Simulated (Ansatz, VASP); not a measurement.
## Ca in VASP and in Ansatz

```
Ca
1.0
    -2.19294    2.19294    2.19294
     2.19294   -2.19294    2.19294
     2.19294    2.19294   -2.19294
Ca
1
Direct
  0.00000 0.00000 0.00000
```

Alike in both runs: task single point; functional PBE; k mesh 14 × 14 × 14; occupations gaussian, width 0.05 eV; no spin polarisation.

|  | VASP | Ansatz |
| --- | --- | --- |
| version | VASP 6.6.1 | Ansatz 0.2.0 |
| potentials or method | VASP PAW PBE potentials, release 64 (Ca_sv) | scalar-relativistic, plane waves, PAW |
| plane-wave cutoff (eV) | 520 | 600 |
| valence electrons in the cell | 10 | 10 |

|  | VASP | Ansatz | Ansatz less VASP |
| --- | --- | --- | --- |
| pressure (GPa) | 0.0 | 0.0 | -0.02 |

The functional is the same, so the differences come from potentials, cutoffs and numerics.
